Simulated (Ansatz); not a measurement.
# CdS (Hawleyite): the cost of one run

Method: DFT PBEsol, all-electron LAPW, scalar-relativistic unless said, in Ansatz 0.2.0.

### 1 The system as given

The structure is cubic, space group F-43m (No. 216). The conventional cell has a = 5.825 Å, b = 5.825 Å, c = 5.825 Å, α = 90.00°, β = 90.00°, γ = 90.00°. Around Cd (site symmetry -43m) lie 4 S at 2.52 Å. S (site symmetry -43m) has 4 Cd at 2.52 Å as nearest neighbours.

As a file:

```cif
data_structure
_symmetry_space_group_name_H-M 'F-43m'
_symmetry_Int_Tables_number 216
_cell_length_a 5.8246
_cell_length_b 5.8246
_cell_length_c 5.8246
_cell_angle_alpha 90.000
_cell_angle_beta 90.000
_cell_angle_gamma 90.000
_cell_volume 197.60
loop_
_atom_site_label
_atom_site_type_symbol
_atom_site_symmetry_multiplicity
_atom_site_Wyckoff_symbol
_atom_site_fract_x
_atom_site_fract_y
_atom_site_fract_z
_atom_site_occupancy
Cd1 Cd 4 a 0.00000 0.00000 0.00000 1
S1 S 4 c 0.25000 0.25000 0.25000 1
```

Cartesian axes are those of the input's lattice vectors. The structure goes back to a database entry.

### 2 Reference run, LAPW

File input.yaml:

```yaml
crystal:
  lattice:
    - [0.0, 2.91228079805, 2.91228079805]
    - [2.91228079805, 0.0, 2.91228079805]
    - [2.91228079805, 2.91228079805, 0.0]
  atoms:
    - { symbol: Cd, position: [0.0, 0.0, 0.0] }
    - { symbol: S, position: [0.75, 0.75, 0.75] }
kpoints:
  mp_grid: { grid: [8, 8, 8] }
scf:
  occupations: { method: fixed }
hamiltonian:
  xc: pbesol
  pseudopotentials: { kind: all_electron, lapw: { basis_error: 0.001 } }
elastic:
  mode: relaxed_ion
  stencil: four_point
  amplitude: 0.005
```

The run is started by

```bash
ansatz run input.yaml --threads 1 --pin off --max-ram 2560MiB --backend cpu --events-out ev --progress --plain --runs-dir out
```

**Question.** How long does this run take on 1 thread of Arm Neoverse N1, shared host, and how much memory does it need?

About 13 min, with a peak of 0.44 GiB.
